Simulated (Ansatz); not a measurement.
# Transmission past a defect: zigzag graphene nanoribbon (N = 4, H edges), N in place of one C

Aim: how much does this defect scatter, and at which energies?

Calculated with Ansatz 0.2.0; DFT PBE, plane waves, PAW; relaxation of a wire's period, in the first sound run; inputs show where later runs differ.

### 1. The structure

The cell holds 10 atoms: 2 H and 8 C. Its edges and angles: a = 16.240 Å, b = 7.000 Å, c = 2.460 Å, α = 90.0°, β = 90.0°, γ = 90.0°. Vacuum lies along a and b. The structure's axis is c.

### 2. The relaxed wire

Band widths follow the bond lengths, so the wire is relaxed first. The atoms and the third cell vector are free; the box across stays fixed as vacuum. Moments are seeded so that a magnetic state can form if it lies lower. A Fermi-Dirac smearing is set since the result may be a metal. The pressure printed is a third of the stress's trace over the whole box, vacuum included; only the stress along the axis is relaxed.

input.yaml reads:

```yaml
crystal:
  lattice:
    - [16.24, 0.0, 0.0]
    - [0.0, 7.0, 0.0]
    - [0.0, 0.0, 2.4595121467]
  atoms:
    - { symbol: H, position: [0.215517241, 0.5, 0.0] }
    - { symbol: C, position: [0.281403941, 0.5, 0.0], spin: 0.5 }
    - { symbol: C, position: [0.456280788, 0.5, 0.0] }
    - { symbol: C, position: [0.543719212, 0.5, 0.0] }
    - { symbol: C, position: [0.718596059, 0.5, 0.0], spin: -0.5 }
    - { symbol: H, position: [0.784482759, 0.5, 0.0] }
    - { symbol: C, position: [0.325123153, 0.5, 0.5] }
    - { symbol: C, position: [0.412561576, 0.5, 0.5] }
    - { symbol: C, position: [0.587438424, 0.5, 0.5] }
    - { symbol: C, position: [0.674876847, 0.5, 0.5] }
magnetization:
  spin_polarized: true
kpoints:
  mp_grid: { grid: [1, 1, 33] }
scf:
  occupations: { method: fermi_dirac, width: 0.05 }
hamiltonian:
  xc: pbe
relax:
  cell: { fix: [a, b, alpha, beta, gamma] }
  max_steps: 60
```

Run with:

```
ansatz run input.yaml --threads 4 --pin off --max-ram 16384MiB --backend cpu --events-out ev --progress --plain --runs-dir out
```

Numbers of over 12 decimals in the logs are rounded to 6 here.

Output:

```text
Engine: ansatz 0.2.0, aarch64-unknown-linux-gnu
Pseudopotentials: kind: paw
Pseudopotential: H, paw, valence charge 1, recommended cutoff 420 eV (normal), H.paw.azcp
Pseudopotential: C, paw, valence charge 4, recommended cutoff 420 eV (normal), C.paw.azcp
Functional definition: PBE
  parameter kappa = 0.804
  parameter beta = 0.066725
  exchange = pbe_x(kappa = kappa, mu = beta*pi^2/3)
  correlation = pbe_c(beta = beta)
Crystal: 10 atoms, lattice volume = 279.597 Å³
Basis set: ecut = 420 eV, 5437 PW (Γ), exchange–correlation on 240×96×36 points (8 copies of the dense FFT grid, shifted against one another)
Bands: 28, of which v1, the nominal top of the filled ones, is band 17 counted from 1 (16 counted from 0)
Symmetry: 4 space group operations
Space group: Pmm2 (ITA 25), of the structure as read, at distance tolerance 6.5e-5 Å
Magnetic group: BNS 47.251 (UNI 349), of the structure as read, at distance tolerance 6.5e-5 Å
k-points: 17 of 33
Non-local potential: H, projectors of the file, l = 0: 2, l = 1: 1
Non-local potential: C, projectors of the file, l = 0: 2, l = 1: 2, l = 2: 1
PAW form: soft (Blöchl's): semilocal exchange-correlation on the pseudo side does not see the compensation charge
PAW one-centre angular grid: H, 110 points (default); XC on 64 Gauss nodes
PAW one-centre angular grid: C, 110 points (default); XC on 64 Gauss nodes
Initial density: superposition of atomic densities (neutral atoms: chi_scale 0, normalization atom)
Starting moments: Σ|m| = 1 μB on 2 of 10 sites
Starting magnetic order: antiferromagnet; an inversion exchanges its spin sublattices: spin-degenerate at every k-point
Initial wavefunctions: pseudopotential atomic-orbital guess
Functional: x = pbe(κ = 0.804, μ = 0.219515), c = pbe(β = 0.066725)
SCF iter   1: F=—  HF=-2044.557915 eV  |F-HF|=—  |Δ(HF+E_count)|=         —  Δρ=3.65e-2 (↑3.65e-2 ↓3.65e-2)  dr2=1.46e1  dr2_m=6.78e-2  M=0.000 μB ∫|m|=0.637 μB  β_m=0.30  ethr=3.10e-3  ⟨swp⟩=6.9  Hψ=5099  notcnv=0  defer=50
preconditioner: auto → Resta (q_TF=auto, 1.920 Å⁻¹)  ε∞=1.6  [insulator: Δε(μ)=0.464 eV  Ē_g=16.407 eV  σ=0.050 eV  W_gap=0.98  n_scr=32 (ndim 8)  ℏωp=12.9 eV  f_vac=0.586  D(μ)=0.10/eV (n_scr^D=0)  ε∞_Penn≈1.6  vacuum switching on, ρ_ref=2.0e-2 e/Å³]
spin=Collinear: Resta preconditioning applied to the charge; magnetization (m = ρ↑ − ρ↓) channel mixes plain (no charge-response kernel on spin).
SCF iter   2: F=—  HF=-2040.863141 eV  |F-HF|=—  |Δ(HF+E_count)|=    3.69e0  Δρ=2.33e-2 (↑2.33e-2 ↓2.33e-2)  dr2=5.48e0  dr2_m=3.62e-2  M=-0.000 μB ∫|m|=0.649 μB  β_m=0.30  ethr=3.10e-3  ⟨swp⟩=3.0  Hψ=2149  notcnv=0  defer=154
SCF iter   3: F=—  HF=-2038.827068 eV  |F-HF|=—  |Δ(HF+E_count)|=    2.04e0  Δρ=6.03e-3 (↑6.03e-3 ↓6.02e-3)  dr2=1.78e-1  dr2_m=2.01e-2  M=0.000 μB ∫|m|=0.651 μB  β_m=0.30  ethr=3.10e-3  ⟨swp⟩=4.1  Hψ=2440  notcnv=0  defer=164
SCF iter   4: F=—  HF=-2038.798175 eV  |F-HF|=—  |Δ(HF+E_count)|=   2.89e-2  Δρ=2.56e-3 (↑2.56e-3 ↓2.56e-3)  dr2=1.86e-2  dr2_m=1.08e-2  M=-0.000 μB ∫|m|=0.668 μB  β_m=0.30  ethr=5.25e-4  ⟨swp⟩=3.2  Hψ=1686  notcnv=0  defer=177
SCF iter   5: F=—  HF=-2038.802672 eV  |F-HF|=—  |Δ(HF+E_count)|=   4.50e-3  Δρ=1.71e-3 (↑1.71e-3 ↓1.71e-3)  dr2=2.90e-3  dr2_m=6.05e-3  M=0.000 μB ∫|m|=0.680 μB  β_m=0.30  ethr=5.48e-5  ⟨swp⟩=2.7  Hψ=1522  notcnv=0  defer=173
SCF iter   6: F=—  HF=-2038.806310 eV  |F-HF|=—  |Δ(HF+E_count)|=   3.64e-3  Δρ=1.22e-3 (↑1.22e-3 ↓1.22e-3)  dr2=8.15e-4  dr2_m=3.45e-3  M=-0.000 μB ∫|m|=0.693 μB  β_m=0.30  ethr=8.53e-6  ⟨swp⟩=2.7  Hψ=1417  notcnv=0  defer=173
Mixer restart at iter 6: flushing history
spin-set hold released at iteration 6 (site moments contracting): the magnetisation degrees of freedom join the quasi-Newton model from the next iteration; the mixer history was flushed
SCF iter   7: F=—  HF=-2038.808260 eV  |F-HF|=—  |Δ(HF+E_count)|=   1.95e-3  Δρ=9.24e-4 (↑9.22e-4 ↓9.24e-4)  dr2=3.67e-4  dr2_m=2.01e-3  M=0.000 μB ∫|m|=0.704 μB  β_m=0.65  ethr=2.40e-6  ⟨swp⟩=3.0  Hψ=1473  notcnv=0  defer=173
SCF iter   8: F=—  HF=-2038.811432 eV  |F-HF|=—  |Δ(HF+E_count)|=   3.17e-3  Δρ=2.78e-4 (↑2.78e-4 ↓1.57e-4)  dr2=4.61e-4  dr2_m=1.10e-4  M=-0.000 μB ∫|m|=0.750 μB  β_m=0.64  ethr=1.08e-6  ⟨swp⟩=3.8  Hψ=1871  notcnv=0  defer=173
SCF iter   9: F=—  HF=-2038.811505 eV  |F-HF|=—  |Δ(HF+E_count)|=   7.23e-5  Δρ=2.20e-4 (↑1.23e-4 ↓2.20e-4)  dr2=2.51e-4  dr2_m=6.92e-5  M=0.000 μB ∫|m|=0.757 μB  β_m=0.65  ethr=1.08e-6  ⟨swp⟩=2.2  Hψ=1205  notcnv=0  defer=173
SCF iter  10: F=—  HF=-2038.811573 eV  |F-HF|=—  |Δ(HF+E_count)|=   6.85e-5  Δρ=1.14e-4 (↑9.15e-5 ↓1.14e-4)  dr2=3.36e-5  dr2_m=2.54e-5  M=0.000 μB ∫|m|=0.769 μB  β_m=0.74  ethr=7.39e-7  ⟨swp⟩=2.8  Hψ=1401  notcnv=0  defer=173
SCF iter  11: F=—  HF=-2038.811644 eV  |F-HF|=—  |Δ(HF+E_count)|=   7.07e-5  Δρ=4.82e-5 (↑3.62e-5 ↓4.82e-5)  dr2=2.09e-5  dr2_m=2.95e-6  M=0.000 μB ∫|m|=0.781 μB  β_m=0.61  ethr=9.89e-8  ⟨swp⟩=2.0  Hψ=1502  notcnv=0  defer=173
SCF iter  12: F=—  HF=-2038.811645 eV  |F-HF|=—  |Δ(HF+E_count)|=   1.39e-6  Δρ=1.46e-5 (↑1.28e-5 ↓1.46e-5)  dr2=5.41e-7  dr2_m=4.31e-7  M=0.000 μB ∫|m|=0.785 μB  β_m=0.62  ethr=6.16e-8  ⟨swp⟩=2.1  Hψ=1323  notcnv=0  defer=173
SCF iter  13: F=—  HF=-2038.811646 eV  |F-HF|=—  |Δ(HF+E_count)|=   5.10e-7  Δρ=5.48e-6 (↑5.48e-6 ↓5.15e-6)  dr2=2.50e-8  dr2_m=6.88e-8  M=0.000 μB ∫|m|=0.786 μB  β_m=0.81  ethr=2.94e-10  ⟨swp⟩=3.0  Hψ=3416  notcnv=0
SCF iter  14: F=—  HF=-2038.811646 eV  |F-HF|=—  |Δ(HF+E_count)|=   1.01e-7  Δρ=1.96e-6 (↑1.59e-6 ↓1.96e-6)  dr2=3.27e-8  dr2_m=2.36e-9  M=-0.000 μB ∫|m|=0.786 μB  β_m=0.65  ethr=7.36e-11  ⟨swp⟩=4.0  Hψ=2708  notcnv=0
SCF iter  15: F=-2038.811646 eV  HF=-2038.811646 eV  |F-HF|=5.64e-11  |Δ(HF+E_count)|=   6.02e-9  Δρ=3.00e-7 (↑2.78e-7 ↓3.00e-7)  dr2=2.28e-10  dr2_m=1.67e-10  M=-0.000 μB ∫|m|=0.787 μB  ethr=7.36e-11  ⟨swp⟩=3.9  Hψ=2499  notcnv=0
SCF 1 converged in 15 iterations: F = -2038.811646 eV  dr2 = 2.28e-10
  greatest PAW one-centre occupation: 0.678 electrons in one spin orbital (limit 2), on the C atom at site 4 (counted from 0), in its partial waves of l = 0
relax step   1: F+E_penalty+E_count = -2038.81164598 eV  Δ(F+E_penalty+E_count) = +0.000e0 eV  max|allowed force component| = 1.637e0 eV/Å  Δτ_max = 0.0000 Å  P = +0.541 GPa  Ω = 279.597 Å³  fix = [a, b, alpha, beta, gamma]  reactions: a +1.696, b +0.095 GPa  (15 SCF iters, dr2 threshold 1.00e-7 eV, accepted)
Crystal: 10 atoms, lattice volume = 279.982 Å³
Basis set: ecut = 420 eV, 5449 PW (Γ), exchange–correlation on 240×96×36 points (8 copies of the dense FFT grid, shifted against one another)
[...]
relax step   5: F+E_penalty+E_count = -2038.87371434 eV  Δ(F+E_penalty+E_count) = -7.336e-5 eV  max|allowed force component| = 2.628e-3 eV/Å  Δτ_max = 0.0005 Å  P = +0.037 GPa  Ω = 279.992 Å³  energy of the carried Pulay correction = -3.752e-4 eV  fix = [a, b, alpha, beta, gamma]  reactions: a +0.019, b +0.092 GPa  (6 SCF iters, dr2 threshold 1.13e-8 eV, accepted)
Initial wavefunctions: pseudopotential atomic-orbital guess (no wavefunctions were taken with the density)
iter 1 solved again at ethr=3.48e-7 eV; its pass at ethr=3.10e-3 eV (dr2=1.18e-4 eV) is discarded
SCF iter   1: F=—  HF=-2038.873957 eV  |F-HF|=—  |Δ(HF+E_count)|=         —  Δρ=7.41e-6 (↑7.41e-6 ↓7.40e-6)  dr2=3.01e-8  dr2_m=1.48e-10  M=0.000 μB ∫|m|=0.752 μB  β_m=0.30  ethr=3.48e-7  ⟨swp⟩=3.4  Hψ=8185  notcnv=0
eigensolver tolerance schedule: the retry pair's looser diagonalisation over-reported the residual by 3922.85 of it (diagonalisation noise at 0.79 of the residual, at the tolerance the schedule requests for it); recorded, not acted on — ethr = c·dr2/N_el stays at c = 1.0e-1
preconditioner: auto → Resta (q_TF=auto, 1.920 Å⁻¹)  ε∞=1.8  [insulator: Δε(μ)=0.560 eV  Ē_g=14.100 eV  σ=0.050 eV  W_gap=0.99  n_scr=32 (ndim 8)  ℏωp=12.9 eV  f_vac=0.639  D(μ)=0.04/eV (n_scr^D=0)  ε∞_Penn≈1.8  vacuum switching on, ρ_ref=1.4e-2 e/Å³]
spin=Collinear: Resta preconditioning applied to the charge; magnetization (m = ρ↑ − ρ↓) channel mixes plain (no charge-response kernel on spin).
SCF iter   2: F=—  HF=-2038.874026 eV  |F-HF|=—  |Δ(HF+E_count)|=   6.90e-5  Δρ=5.18e-6 (↑5.18e-6 ↓5.18e-6)  dr2=1.13e-8  dr2_m=9.13e-11  M=-0.000 μB ∫|m|=0.752 μB  β_m=0.46  ethr=8.86e-11  ⟨swp⟩=3.0  Hψ=1814  notcnv=0
SCF iter   3: F=—  HF=-2038.874071 eV  |F-HF|=—  |Δ(HF+E_count)|=   4.53e-5  Δρ=2.39e-6 (↑2.39e-6 ↓2.37e-6)  dr2=5.16e-9  dr2_m=3.77e-11  M=0.000 μB ∫|m|=0.752 μB  β_m=0.51  ethr=3.33e-11  ⟨swp⟩=2.9  Hψ=1635  notcnv=0
SCF iter   4: F=—  HF=-2038.874091 eV  |F-HF|=—  |Δ(HF+E_count)|=   1.99e-5  Δρ=3.83e-7 (↑3.69e-7 ↓3.83e-7)  dr2=5.41e-10  dr2_m=1.18e-11  M=-0.000 μB ∫|m|=0.752 μB  β_m=0.49  ethr=1.52e-11  ⟨swp⟩=2.8  Hψ=1697  notcnv=0
iter 5 met the thresholds in force, and the SCF goes on: an eigenvalue changes by 0.21 meV, over its tolerance of 0.05 meV (output.eigenvalues, Limitations)
SCF iter   5: F=-2038.874092 eV  HF=-2038.874092 eV  |F-HF|=3.31e-8  |Δ(HF+E_count)|=   5.49e-7  Δρ=1.14e-7 (↑1.14e-7 ↓1.03e-7)  dr2=6.65e-11  dr2_m=6.81e-12  M=0.000 μB ∫|m|=0.752 μB  β_m=0.59  ethr=1.00e-12  ⟨swp⟩=3.0  Hψ=3528  notcnv=0
iter 6 met the thresholds in force, and the SCF goes on: an eigenvalue changes by 0.06 meV, over its tolerance of 0.05 meV (output.eigenvalues, Limitations)
SCF iter   6: F=-2038.874092 eV  HF=-2038.874092 eV  |F-HF|=1.01e-10  |Δ(HF+E_count)|=   3.39e-8  Δρ=5.25e-8 (↑4.72e-8 ↓5.25e-8)  dr2=2.69e-11  dr2_m=3.13e-12  M=-0.000 μB ∫|m|=0.752 μB  β_m=1.00  ethr=1.00e-12  ⟨swp⟩=2.9  Hψ=3266  notcnv=0
Mixer restart at iter 6: flushing history
SCF iter   7: F=-2038.874092 eV  HF=-2038.874092 eV  |F-HF|=1.96e-10  |Δ(HF+E_count)|=  1.81e-10  Δρ=7.90e-8 (↑7.90e-8 ↓6.76e-8)  dr2=2.16e-10  dr2_m=9.36e-13  M=0.000 μB ∫|m|=0.752 μB  β_m=1.00  ethr=1.00e-12  ⟨swp⟩=2.2  Hψ=1295  notcnv=0  κ⁻¹=1.0e0(r=1)
SCF iter   8: F=-2038.874092 eV  HF=-2038.874092 eV  |F-HF|=5.00e-12  |Δ(HF+E_count)|=  4.09e-11  Δρ=2.66e-8 (↑1.50e-8 ↓2.66e-8)  dr2=7.87e-12  dr2_m=7.41e-13  M=-0.000 μB ∫|m|=0.752 μB  ethr=1.00e-12  ⟨swp⟩=3.0  Hψ=3113  notcnv=0
SCF 6 converged in 8 iterations: F = -2038.874092 eV  dr2 = 7.87e-12
relax step   6: F+E_penalty+E_count = -2038.87409197 eV  Δ(F+E_penalty+E_count) = -3.776e-4 eV  max|allowed force component| = 2.750e-3 eV/Å  Δτ_max = 0.0000 Å  P = +0.037 GPa  Ω = 279.992 Å³  fix = [a, b, alpha, beta, gamma]  reactions: a +0.013, b +0.106 GPa  stress off target by 6.85e-3 GPa on what of the cell is left free  SCF on the basis re-selected at this cell (its energy is not comparable with the rows above)  (8 SCF iters)
basis re-selected at this cell: Δ(F+E_penalty+E_count) = -3.776e-4 eV, ΔP = +0.001 GPa vs the last step (what re-selecting the basis moved, of the pressure what is left beyond the Pulay correction that the steps carried, after the strain that the cell walked since its last selection, with what the two solves' SCF thresholds leave and, on support functions, any second-order correction that the steps lacked; it is no m [...]
SCF converged after 8 iterations
an eigenvalue changed by more than its tolerance at an iteration that met the thresholds in force, so the SCF went on 2 times, its first undamped step at iteration 6: the last check found none over its tolerance
Magnetization: -0.0000 μB (17.0000 up, 17.0000 down)
Absolute magnetization: 0.7516 μB (∫|ρ↑−ρ↓|, with the PAW one-centre terms)
Spin contamination: 0.2236 ħ² per cell (⟨S²⟩ above its minimum at these occupations)
Per-site moments (μB) at R_I (Å): [(-0.00199506, 0.450494), (0.051803, 0.450494), (-0.015977, 0.585447), (0.015977, 0.585447), (-0.051803, 0.450494), (0.00199506, 0.450494), (-0.022569, 0.580517), (0.027449, 0.585447), (-0.027449, 0.585447), (0.022569, 0.580517)]
Free energy (F): -2038.874092 eV
Harris-Foulkes:  -2038.874092 eV  (|F-HF|=5.00e-12)
Internal energy: -2038.873350 eV  (E = F + TS)
E sigma→0 (E₀):  -2038.873721 eV
Entropy (-TS):   -0.000742 eV (-0.074 meV/atom)
Fermi energy:    -1.087969 eV
--- Per-component energies (eV) ---
  E_band       = -335.377614
  E_kinetic    = 752.333968
  E_local      = -6739.520623  (includes V_loc(G=0)·N_el)
  E_nonlocal   = 221.937025
  E_hartree    = 2991.325930
  E_xc         = -400.940772
  E_vxc        = -497.063167  (∫ρ·V_xc dr)
  E_paw        = -795.790806  (= ΣΔE_a)
  E_vpaw       = -55.714025  (= ΣTr[D̂ρ^β])
  E_aug_tail   = -0.002685  (compensation charges beyond the density's cutoff)
  E_ewald      = 1931.784613
  E_smearing   = -0.000742  (= −TS)
  E_closure    = -0.000000  (closes the sum)
  Σ components = -2038.874092   (vs F -2038.874092, Δ=0.00e0)
--- Forces (eV/Å), atoms counted from 1 ---
  atom   1  H     -0.00134935     0.00000000     0.00000000
  atom   2  C      0.00024272     0.00000000     0.00000000
  atom   3  C     -0.00138365     0.00000000     0.00000000
  atom   4  C      0.00140035     0.00000000     0.00000000
  atom   5  C     -0.00024425     0.00000000     0.00000000
  atom   6  H      0.00133488     0.00000000     0.00000000
  atom   7  C     -0.00075368     0.00000000     0.00000000
  atom   8  C     -0.00274351     0.00000000     0.00000000
  atom   9  C      0.00275021     0.00000000     0.00000000
  atom  10  C      0.00074611     0.00000000     0.00000000
  max |Σ_I F_I| component: 1.59e-7 eV/Å
--- Stress (GPa, compression-positive) ---
        0.012936       0.000000       0.000000
        0.000000       0.106312       0.000000
        0.000000       0.000000      -0.006846
  P = ⅓ Tr σ = 0.0375 GPa (0.375 kbar)
--- Relaxed structure (5 steps of the walk, 5 accepted, 1 SCFs on fresh bases) ---
  F+E_penalty+E_count = -2038.87409197 eV   max|allowed force component| = 2.750e-3 eV/Å   (the final SCF, on the basis selected at the relaxed cell)
  cell:  # Å, volume = 279.9917 Å³
    - [16.24, 0.0, 0.0]
    - [0.0, 7.0, 0.0]
    - [0.0, 0.0, 2.462982]
  atoms:
    - { symbol: H, position: [0.214198, 0.5, 0.0] }
    - { symbol: C, position: [0.281446, 0.5, 0.0] }
    - { symbol: C, position: [0.455800, 0.5, 0.0] }
    - { symbol: C, position: [0.544200, 0.5, 0.0] }
    - { symbol: C, position: [0.718554, 0.5, 0.0] }
    - { symbol: H, position: [0.785802, 0.5, 0.0] }
    - { symbol: C, position: [0.323388, 0.5, 0.5] }
    - { symbol: C, position: [0.412357, 0.5, 0.5] }
    - { symbol: C, position: [0.587643, 0.5, 0.5] }
    - { symbol: C, position: [0.676612, 0.5, 0.5] }
```

Elapsed: 50 s, on 4 threads of Arm Neoverse V1, shared host; peak memory 0.68 GiB; 3.3 min of CPU time.

Relaxation path:

| step | energy less that of the first step (eV) | largest force component (eV/Å) | pressure (GPa) | volume (Å³) |
| --- | --- | --- | --- | --- |
| 1 | 0.0000 | 1.6369 | 0.54 | 279.60 |
| 2 | -0.0490 | 0.7862 | 0.17 | 279.98 |
| 3 | -0.0621 | 0.0385 | 0.11 | 279.81 |
| 4 | -0.0620 | 0.0066 | 0.00 | 280.05 |
| 5 | -0.0621 | 0.0026 | 0.04 | 279.99 |
| 6* | -0.0624 | 0.0027 | 0.04 | 279.99 |

Relaxation steps marked * repeat the geometry before them on a plane-wave basis chosen anew for their cell, so energy and pressure can jump there.

The run keeps the 4 symmetry operations that it works with, so distortions that break them were not tested.

```csv
cell as run,before,after,change
c (Å),2.460,2.463,+0.1 %
```

The atoms that moved most (Å, along periodic axes as changes of fractional coordinates times the final cell, across vacuum about the mean position):

```csv
atom,dx,dy,dz,length
C10,0.028,0.000,0.000,0.028
C7,-0.028,0.000,0.000,0.028
H6,0.021,0.000,0.000,0.021
H1,-0.021,0.000,0.000,0.021
C3,-0.008,0.000,0.000,0.008
C4,0.008,0.000,0.000,0.008
```

Numbers from this step:

```
energy at zero smearing    : -2038.8737 eV
absolute moment            : 0.7516 μB
cell length along the wire : 2.463 Å
```

The cell's length comes to 2.463 Å with an absolute moment of 0.75 μB a cell.

[end of part 1 of 5]

[Logs are printed without paths, hosts, clocks, repeated set-up lines and the standing remarks that a program may print on its own settings, such as how far it seeks lower states.]

[Hosts, paths, dates, database ids (printed as entryN), source tags and the programs' standing remarks are cut or masked in the printed files.]
